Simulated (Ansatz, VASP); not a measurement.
**Two plane-wave programs on Sb**

```
CELL_PARAMETERS angstrom
3.15559 0.00000 0.00000
0.00000 3.15559 0.00000
0.00000 0.00000 3.15559
ATOMIC_POSITIONS crystal
Sb 0.00000 0.00000 0.00000
```

Alike in both runs: task single point; functional LDA; k mesh 12 × 12 × 12; occupations fermi-dirac, width 0.1 eV; no spin polarisation.

|  | VASP | Ansatz |
| --- | --- | --- |
| version | VASP 6.6.1 | Ansatz 0.2.0 |
| potentials or method | VASP PAW LDA potentials, release 64 (Sb) | plane waves (420 eV) with PAW, scalar-relativistic |
| plane-wave cutoff (eV) | 520 | 420 |
| valence electrons in the cell | 5 | 15 |

Ansatz gave:

```
pressure (GPa) : -5.5
```

Question: Estimate VASP's values.

Answer: Pressure (GPa): -5.4.

The two sets of potentials don't hold the same shells in valence. Ansatz warned: «pseudo_functional_mismatch».

The runs have no spin-orbit coupling, so splittings on Sb are missing.
